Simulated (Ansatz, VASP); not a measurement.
## Be in VASP and in Ansatz

```
Be
1.0
    -1.29057    1.29057    1.29057
     1.29057   -1.29057    1.29057
     1.29057    1.29057   -1.29057
Be
1
Cartesian
  0.0000 0.0000 0.0000
```

Alike in both runs: task single point; functional PBE; k mesh 24 × 24 × 24; occupations gaussian, width 0.1 eV; no spin polarisation.

|  | VASP | Ansatz |
| --- | --- | --- |
| version | VASP 6.6.1 | Ansatz 0.2.0 |
| potentials or method | VASP PAW PBE potentials, release 64 (Be) | scalar-relativistic, plane waves, PAW |
| plane-wave cutoff (eV) | 520 | 420 |
| valence electrons in the cell | 2 | 2 |

|  | VASP | Ansatz | Ansatz less VASP |
| --- | --- | --- | --- |
| gap on the k mesh at the Fermi level (eV) | none | none | - |
| pressure (GPa) | -9.9 | -10.0 | -0.11 |

A gap of «none» marks a metal or a gap that the smearing closes. With one functional, cell and mesh, what is left measures potentials, basis and numerics.
